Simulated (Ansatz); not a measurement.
# SnSe: single point with HSE06 form with a typed share of exact exchange

Slab: SnSe, a slab with vacuum.

```
Sn Se
1.0
     4.28533    0.00000    0.00000
     0.00000    4.28533    0.00000
     0.00000    0.00000   10.99069
Sn Se
2 2
Direct
  0.00000 0.50000 0.62777
  0.50000 0.00000 0.37223
  0.00000 0.50000 0.38396
  0.50000 0.00000 0.61604
```

```
Program             : Ansatz 0.2.0
Task                : single point
Functional          : HSE06 form with a typed share of exact exchange
Potentials or basis : Ansatz PAW
Cutoff              : 420 eV (not typed: the program's choice for these potentials)
k mesh              : 3 × 3 × 2
Occupations         : fermi-dirac, width 0.05 eV
Spin                : no spin polarisation
```

| Quantity | Value |
| --- | --- |
| Largest force | 0.603 eV/Å |
| Band gap on the k mesh | 1.61 eV, direct |

Forces on the atoms (eV/Å):
```
Sn   0.000  0.000  0.194
Sn   0.000  0.000 -0.194
Se   0.000  0.000 -0.603
Se   0.000  0.000  0.603
```

Stress tensor (GPa, compression positive):
```
-0.02  0.00  0.00
 0.00 -0.02  0.00
 0.00  0.00  1.65
```

Levels at points of the mesh, in eV from the valence-band top:
```csv
k point,band 27,band 28,band 29,band 30,band 31,band 32,band 33,band 34
"(0.00, 0.00, 0.00)",-3.05,-1.69,-1.69,-0.25,1.79,3.73,3.95,4.63
"(0.00, 0.00, -0.50)",-3.05,-1.69,-1.69,-0.25,1.62,3.95,4.63,4.63
```

Wall time 12 s on 1 × NVIDIA H100 80GB HBM3 with 2 threads of AMD EPYC 7R13 Processor (Zen 3), with other jobs on the host, peak memory 2 GiB.

Caveat: the k mesh is coarse (spacing up to 0.49 Å⁻¹), so the values aren't converged, least of all with exact exchange; odd divisions of the mesh miss points on the zone boundary, where band edges often lie, so the gap on the mesh can be too wide; spin-orbit coupling is left out, which moves the levels of the heavy elements; the PAW data sets come from PBE, with cores solved anew for the run's functional, which leaves a small shift of forces and pressure; the thresholds are loose for stress.
